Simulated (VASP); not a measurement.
Runs of VASP 6.6.1 on Ba. The structure is cubic, space group Fm-3m (No. 225). The conventional cell has a = 6.162 Å, b = 6.162 Å, c = 6.162 Å, α = 90.00°, β = 90.00°, γ = 90.00°. Ba (site symmetry m-3m) is surrounded by 12 Ba at 4.36 Å. This isn't the form of Ba at room conditions, which is bcc.

```tsv
cell	k mesh	gap on the mesh (eV)	pressure (GPa)
Fm-3m, 58.5 Å³/atom	15 × 15 × 15	none	0.1
Fm-3m, 63.18 Å³/atom	10 × 10 × 10	none	(a)
Fm-3m, 58.5 Å³/atom	10 × 10 × 10	none	0.1
Fm-3m, 53.82 Å³/atom	10 × 10 × 10	none	0.9
```

Alike in all rows: task single point; level PBEsol; potentials or basis VASP PAW PBE potentials, release 64 (Ba_sv); no spin polarisation; cutoff (eV) 520; smearing fermi-dirac 0.1 eV.

Fill in the values left out.

(a) -0.5.

Caveats: the PAW data sets were made with another functional, which shifts forces and pressure a little.

A k mesh can miss the band edges, and the runs leave out spin-orbit coupling on Ba.

A gap of «none» marks a metal or a gap under the smearing width.
